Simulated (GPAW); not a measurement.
## GaAs (F-43m): G0W0 with GPAW, start to end

How does a plane-wave GW calculation on GaAs (F-43m) run from the first input to the gap?

Program: GPAW 26.7.0. Level of theory: PBE and many-body steps on it, plane waves. Results are calculated unless marked as measured.

**Experimental background.**

- Gap 1.51 eV: band-edge emission energy from PL (direct gap at Gamma); photoluminescence, 633 nm excitation; 77 K; bulk crystal (MBE GaAs matrix around a thin InAs wetting layer on semi-insulating GaAs (100)) (“Photoluminescence of InAs/GaAs quantum dots under direct two-photon excitation”, 2020, pmc:7331710).

- Gap 1.42 eV: band-edge photoluminescence emission energy of the GaAs substrate; time-integrated photoluminescence; 300 K; bulk crystal ((001) GaAs substrate beneath GaBiAs epilayers) (“Investigation of the anisotropic electron g factor as a probe of the electronic structure of GaBixAs1-x/GaAs epilayers”, 2014, arxiv:1409.8467).

- Gap 1.412 ± 0.01 eV: direct gap E0 at Gamma from ellipsometry; variable-angle spectroscopic ellipsometry, parametric critical-point fit; 300 K; bulk crystal (semi-insulating GaAs(001) reference substrate with native oxide) (“Evidence of valence band perturbations in GaAsN/GaAs(001): A combined variable-angle spectroscopic ellipsometry and modulated photoreflectance investigation”, 2008, arxiv:0805.2212).

- Gap 1.418 ± 0.005 eV: direct gap E0 at Gamma from PR; modulated photoreflectance, low-field lineshape fit; 300 K; bulk crystal (semi-insulating GaAs(001) reference substrate) (“Evidence of valence band perturbations in GaAsN/GaAs(001): A combined variable-angle spectroscopic ellipsometry and modulated photoreflectance investigation”, 2008, arxiv:0805.2212).

Most raw output is cut from this account.

### 1. Starting point

The structure is cubic, space group F-43m (No. 216). The conventional cell has a = 5.654 Å, b = 5.654 Å, c = 5.654 Å, α = 90.00°, β = 90.00°, γ = 90.00°. Nearest to Ga lie 4 As at 2.45 Å. Nearest to As lie 4 Ga at 2.45 Å. Farther neighbours are not listed.

The cell and positions come from the Crystallography Open Database and are kept as given unless a step says otherwise.

### 2. Ground state

This step: GPAW 26.7.0; DFT, PBE, plane waves, PAW.

The ground-state density comes first.

The input, run.py:

```python
import json
import numpy as np
from gpaw.mpi import world
from ase import Atoms
from gpaw import GPAW, PW, FermiDirac

atoms = Atoms(['Ga', 'As'],
    cell=[[0.0000000000, 2.8268500000, 2.8268500000],
      [2.8268500000, 0.0000000000, 2.8268500000],
      [2.8268500000, 2.8268500000, 0.0000000000]],
    scaled_positions=[[0.0000000000, 0.0000000000, 0.0000000000],
      [0.2500000000, 0.2500000000, 0.2500000000]],
    pbc=(True, True, True))
calc = GPAW(mode=PW(450),
    xc='PBE',
    kpts={'size': (8, 8, 8), 'gamma': True},
    occupations=FermiDirac(0.001),
    nbands=-7,
    convergence={'density': 1e-6, 'bands': -3},
    maxiter=100,
    txt='gs.txt')
atoms.calc = calc
res = {'energy': atoms.get_potential_energy()}
kpts = calc.get_ibz_k_points()
res['kpts'] = kpts
res['eigenvalues'] = [calc.get_eigenvalues(kpt=k) for k in range(len(kpts))]
res['n_electrons'] = calc.get_number_of_electrons()
calc.write('gs.gpw')

if world.rank == 0:
    with open('result.json', 'w') as f:
        json.dump(res, f, default=lambda x: x.tolist())
```

Run with:

```bash
$ mpirun -n 4 gpaw python run.py
```

Elapsed: 3.2 s, on 4 MPI ranks of Arm Neoverse V2, shared host; peak memory 0.58 GiB.

Numbers from this step:

| Item | Value |
| --- | --- |
| total energy | -8.228 eV |
| gap | 0.5868 eV |
| k of the valence top | 0, 0, 0 |
| k of the conduction bottom | 0, 0, 0 |
| least direct gap | 0.5868 eV |

The gap is direct, at Γ.

### 3. Bands along the symmetry lines

The cheap functional maps the bands first; the places of the edges decide which points the dearer methods must see.

The input, run.py:

```python
import json
import numpy as np
from gpaw.mpi import world
from gpaw import GPAW

path = [[0.000000, 0.000000, 0.000000],
    [-0.062500, -0.062500, 0.000000],
    [-0.125000, -0.125000, 0.000000],
    [-0.187500, -0.187500, 0.000000],
    [-0.250000, -0.250000, 0.000000],
    [-0.312500, -0.312500, 0.000000],
    [-0.375000, -0.375000, 0.000000],
    [-0.437500, -0.437500, 0.000000],
    [-0.500000, -0.500000, 0.000000],
    [-0.484375, -0.484375, 0.031250],
    [-0.468750, -0.468750, 0.062500],
    [-0.453125, -0.453125, 0.093750],
    [-0.437500, -0.437500, 0.125000],
    [-0.421875, -0.421875, 0.156250],
    [-0.406250, -0.406250, 0.187500],
    [-0.390625, -0.390625, 0.218750],
    [-0.375000, -0.375000, 0.250000],
    [-0.375000, 0.000000, 0.375000],
    [-0.328125, 0.000000, 0.328125],
    [-0.281250, 0.000000, 0.281250],
    [-0.234375, 0.000000, 0.234375],
    [-0.187500, 0.000000, 0.187500],
    [-0.140625, 0.000000, 0.140625],
    [-0.093750, 0.000000, 0.093750],
    [-0.046875, 0.000000, 0.046875],
    [0.000000, 0.000000, 0.000000],
    [0.000000, 0.000000, 0.062500],
    [0.000000, 0.000000, 0.125000],
    [0.000000, 0.000000, 0.187500],
    [0.000000, 0.000000, 0.250000],
    [0.000000, 0.000000, 0.312500],
    [0.000000, 0.000000, 0.375000],
    [0.000000, 0.000000, 0.437500],
    [-0.000000, -0.000000, 0.500000],
    [-0.062500, -0.031250, 0.468750],
    [-0.125000, -0.062500, 0.437500],
    [-0.187500, -0.093750, 0.406250],
    [-0.250000, -0.125000, 0.375000],
    [-0.312500, -0.156250, 0.343750],
    [-0.375000, -0.187500, 0.312500],
    [-0.437500, -0.218750, 0.281250],
    [-0.500000, -0.250000, 0.250000],
    [-0.500000, -0.281250, 0.218750],
    [-0.500000, -0.312500, 0.187500],
    [-0.500000, -0.343750, 0.156250],
    [-0.500000, -0.375000, 0.125000],
    [-0.500000, -0.406250, 0.093750],
    [-0.500000, -0.437500, 0.062500],
    [-0.500000, -0.468750, 0.031250],
    [-0.500000, -0.500000, 0.000000]]
calc = GPAW('gs.gpw').fixed_density(kpts=path,
    symmetry='off',
    nbands=14,
    convergence={'bands': 10},
    txt='bands.txt')
res = {}
kpts = calc.get_ibz_k_points()
res['kpts'] = kpts
res['eigenvalues'] = [calc.get_eigenvalues(kpt=k) for k in range(len(kpts))]
res['n_electrons'] = calc.get_number_of_electrons()

if world.rank == 0:
    with open('result.json', 'w') as f:
        json.dump(res, f, default=lambda x: x.tolist())
```

Run with:

```bash
$ mpirun -n 4 gpaw python run.py
```

The job ended after 3.2 s (4 MPI ranks; peak memory 0.61 GiB).

This step gave:

```
gap                        : 0.5868 eV
k of the valence top       : 0, 0, 0
k of the conduction bottom : 0, 0, 0
least direct gap           : 0.5868 eV
```

The gap is 0.587 eV, as in the run before at this level.

The electronic bands at the labelled points (eV, zero at the top of the highest filled band; v1 is the highest filled band, c1 the lowest empty one):

```csv
point,v4,v3,v2,v1,c1,c2,c3,c4
Γ,-12.70,0.00,0.00,0.00,0.59,3.77,3.77,3.77
halfway,-11.83,-4.09,-1.69,-1.69,2.01,3.31,6.66,6.66
X,-10.34,-6.79,-2.66,-2.66,1.48,1.68,10.22,10.22
halfway,-10.33,-6.74,-3.19,-2.56,1.67,2.60,9.26,9.46
U,-10.39,-6.59,-3.85,-2.25,1.98,4.68,8.01,8.11
jump to K,-10.39,-6.59,-3.85,-2.25,1.98,4.68,8.01,8.11
halfway,-11.76,-4.55,-2.44,-0.68,2.74,4.80,4.85,5.68
Γ,-12.70,0.00,0.00,0.00,0.59,3.77,3.77,3.77
halfway,-12.06,-4.14,-0.68,-0.68,1.50,4.64,4.64,6.00
L,-11.06,-6.61,-1.13,-1.13,1.05,4.67,4.67,7.79
halfway,-10.73,-6.45,-3.22,-1.93,3.07,4.20,6.39,7.73
W,-10.30,-6.59,-3.54,-3.33,4.67,4.75,5.46,6.08
halfway,-10.32,-6.69,-3.14,-3.03,2.58,2.79,8.19,8.40
X,-10.34,-6.79,-2.66,-2.66,1.48,1.68,10.22,10.22
```

### 4. Empty states on the mesh, 6×6×6 mesh, 681 bands

The sums over transitions need many empty states on a uniform mesh; this step solves for them.

The input, run.py:

```python
import json
import numpy as np
from gpaw.mpi import world
from gpaw import GPAW

calc = GPAW('gs.gpw').fixed_density(kpts={'size': (6, 6, 6), 'gamma': True},
    parallel={'domain': 1, 'band': 1},
    txt='nscf.txt')
calc.diagonalize_full_hamiltonian(nbands=681)
calc.write('full.gpw', mode='all')
res = {}
kpts = calc.get_ibz_k_points()
res['kpts'] = kpts
res['eigenvalues'] = [calc.get_eigenvalues(kpt=k) for k in range(len(kpts))]
res['n_electrons'] = calc.get_number_of_electrons()

if world.rank == 0:
    with open('result.json', 'w') as f:
        json.dump(res, f, default=lambda x: x.tolist())
```

Run with:

```bash
$ mpirun -n 4 gpaw python run.py
```

Wall time 7.6 s (4 MPI ranks); peak memory 1 GiB; 30 s of CPU time.

Numbers from this step:

```
gap                                                           : 0.5868 eV
k of the valence top                                          : 0, 0, 0
k of the conduction bottom                                    : 0, 0, 0
least direct gap                                              : 0.5868 eV
k points computed                                             : 16
lowest point of the top converged band, above the valence top : 338.3025 eV
```

On this mesh the gap is 0.587 eV.

### 5. Screening and self-energy, 6×6×6 mesh, 312 bands, screening to 210 eV

G0W0 replaces the xc potential by the self-energy, built once from these orbitals. Only a window of levels is corrected, while the sums run over the empty bands that the input names.

This step: G0W0 on PBE, plane waves, PAW.

The input, run.py:

```python
import json
import numpy as np
from gpaw.mpi import world
from gpaw.response.g0w0 import G0W0

gw = G0W0('full.gpw',
    filename='gw',
    kpts=[0],
    bands=(2, 6),
    ecut=210,
    nbands=312,
    integrate_gamma='WS',
    ppa=True)
gw.calculate()
res = {mode: {k: v for k, v in r.items() if k != 'sigma_eskwn'}
       for mode, r in gw.all_results.items()}

if world.rank == 0:
    with open('result.json', 'w') as f:
        json.dump(res, f, default=lambda x: x.tolist())
```

Run with:

```bash
$ mpirun -n 4 gpaw python run.py
```

The job ended after 3.9 min (4 MPI ranks; peak memory 1.3 GiB).

Numbers from this step:

| Property | Result |
| --- | --- |
| G0W0 gap on the points computed | 1.721 eV |
| least direct G0W0 gap on the computed points | 1.721 eV |
| Z at the valence top | 0.7830 |
| Z at the conduction bottom | 0.7927 |
| starting gap on the mesh | 0.5868 eV |
| k of the valence top | 0, 0, 0 |
| k of the conduction bottom | 0, 0, 0 |

The gap on the mesh goes from 0.59 eV to 1.72 eV, a correction of +1.13 eV.

Limits: finite bands, cutoff and mesh; no spin-orbit coupling; coarse k mesh. v1 is the top filled band, c1 the lowest empty one. Levels before and after the correction, in eV, zero at the valence-band top of each column:

```csv
,conduction bottom,valence top
Kohn-Sham,0.59,0.00
G0W0,1.72,0.00
```

```csv
,level,energy (eV)
Kohn-Sham,Γ v2-v1,0.000
Kohn-Sham,Γ c1,0.587
Kohn-Sham,Γ c2,3.774
G0W0,Γ v2-v1,0.000
G0W0,Γ c1,1.721
G0W0,Γ c2,4.487
```

### 6. Where the time went

Times are wall times on 4 MPI ranks of Arm Neoverse V2, shared host, good to a factor of about two.

```csv
step,time,share,memory (GiB)
ground state,3.2 s,1 %,0.58
bands along the symmetry lines,3.2 s,1 %,0.61
empty states on the mesh,7.6 s,3 %,1
screening and self-energy,3.9 min,94 %,1.3
```

### 7. Outcome

```
PBE gap              : 0.59 eV, direct
G0W0 gap on the mesh : 1.72 eV
GW settings          : 6×6×6 mesh, 312 bands, screening to 210 eV, Godby-Needs plasmon pole
known limits         : not at the basis limit; no spin-orbit coupling; coarse k mesh
```

What this shows: G0W0 moves the gap on the mesh from 0.59 eV to 1.72 eV (+1.13 eV), with Z of 0.78 and 0.79 at the edges. Only 1 of the mesh's irreducible points was corrected, so a valley elsewhere could overtake. The dearest step here is «screening and self-energy». Against experiment, by G0W0@PBE: the direct gap of 1.72 eV lies +0.21 eV from the measured 1.51 eV (exciton, 77 K, 2020); the direct gap of 1.72 eV lies +0.30 eV from the measured 1.42 eV (exciton, 300 K, 2014); the direct gap of 1.72 eV lies +0.31 eV from the measured 1.412 ± 0.01 eV (direct, 300 K, 2008); the direct gap of 1.72 eV lies +0.30 eV from the measured 1.418 ± 0.005 eV (direct, 300 K, 2008). An exciton line or allowed optical edge lies below the quasiparticle gap by the binding energy; a forbidden edge can push the onset above it. The calculation has static nuclei and no excitons; a measured gap holds zero-point and thermal motion, which mostly lowers it. Bands and cutoff are finite, so the gap is not at the basis limit. The miss can reach some tenths of an eV and take either sign; the mesh is an error of its own. These stock PAW sets were not made for GW; the filled d or f shell of As and Ga lies in the frozen core, which bears on start and correction. In the G0W0 run levels were corrected at 1 k point alone, so a gap called «on the mesh» is the least over those, and an edge elsewhere would be missed. The 6×6×6 mesh is coarse for this cell, which bears on the long-range parts of exchange and screening. The many-body steps are scalar-relativistic: spin-orbit coupling is not in them.

[Paths, hosts, dates, memory and timing lines, banners, echoed tables and standing remarks are left out of the program output.]

[Logs are printed without paths, hosts, clocks, repeated set-up lines and the standing remarks that a program may print on its own settings, such as how far it seeks lower states.]

[Runs of the session that timed out or met a known fault of the program may be left out.]

[Hosts, paths, dates, database ids (printed as entryN), source tags and the programs' standing remarks are cut or masked in the printed files.]
